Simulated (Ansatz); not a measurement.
This Ansatz 0.2.0 run on Pb needs a look.

Contents of input.yaml:

```yaml
crystal:
  lattice:
    - [-1.9796595667, 1.9796595667, 1.9796595667]
    - [1.9796595667, -1.9796595667, 1.9796595667]
    - [1.9796595667, 1.9796595667, -1.9796595667]
  atoms:
    - { symbol: Pb, position: [0.0, 0.0, 0.0] }
hamiltonian:
  xc: lda
  pseudopotentials: { kind: paw }
kpoints:
  mp_grids: { grid: [5, 5, 5] }
  band_path:
    path:
      - [[0.0, 0.0, 0.0], [0.5, -0.5, 0.5], [0.0, 0.0, 0.5], [0.0, 0.0, 0.0], [0.25, 0.25, 0.25], [0.5, -0.5, 0.5]]
      - [[0.25, 0.25, 0.25], [0.0, 0.0, 0.5]]
    npoints: 14
scf:
  occupations: { method: fermi_dirac, width: 0.05 }
  n_extra_bands: 6
  max_iter: 50
output:
  forces: true
  stress: true
  eigenvalues: true
  fatbands: false
```

Potentials or basis: Ansatz PAW.

Run with:

```sh
$ ansatz run input.yaml --threads 2 --pin off --max-ram 5632MiB --backend cpu --events-out ev --progress --plain --runs-dir out
```

Output:

```text
Error: YAML parse error: error: line 12 column 3: unknown field `mp_grids`, expected one of mp_grid, list, band_path, initial_grid, further_shifts
  --> <input>:12:3
   |
10 |   pseudopotentials: { kind: paw }
11 | kpoints:
12 |   mp_grids: { grid: [5, 5, 5] }
   |   ^ unknown field `mp_grids`, expected one of mp_grid, list, band_path, initial_grid, further_shifts
13 |   band_path:
14 |     path:
   |
```

Question: Diagnose the run.

Answer: The program refused the input. The input holds a flaw that was put in on purpose: a misspelt key (kpoints.mp_grid = mp_grids).
